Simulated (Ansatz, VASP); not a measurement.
# One calculation of TaN, two programs

```
Ta N
1.0
     3.05000    0.00000    0.00000
    -1.52500    2.64138    0.00000
     0.00000    0.00000    4.94000
Ta N
2 2
Direct
  0.33333 0.66667 0.00000
  0.66667 0.33333 0.50000
  0.33333 0.66667 0.38500
  0.66667 0.33333 0.88500
```

Alike in both runs: task electric field gradients; functional PBEsol; k mesh 9 × 9 × 5; occupations fermi-dirac, width 0.01 eV; no spin polarisation.

|  | VASP | Ansatz |
| --- | --- | --- |
| version | VASP 6.6.1 | Ansatz 0.2.0 |
| potentials or method | VASP PAW PBE potentials, release 64 (Ta_pv, N) | PAW with Ansatz's default frozen-core files, scalar-relativistic |
| plane-wave cutoff (eV) | 520 | 420 |
| valence electrons in the cell | 32 | 36 |

|  | VASP | Ansatz | Ansatz less VASP |
| --- | --- | --- | --- |
| rms of the force components (eV/Å) | 1.339 | 1.324 | -0.0146 |
| Vzz of the field gradient on the site that differs most (V/Å²) | 122.1 | 127.7 | +5.65 |

Atom by atom the forces differ by 0.015 eV/Å (rms over components). With one functional, cell and mesh, what is left measures potentials, basis and numerics. The two sets of potentials don't hold the same shells in valence. Ansatz warned: «gradients_without_spin_orbit».

Caveats: the PAW data sets were made with another functional, which shifts forces and pressure a little (VASP). The runs have no spin-orbit coupling, so splittings on Ta are missing.
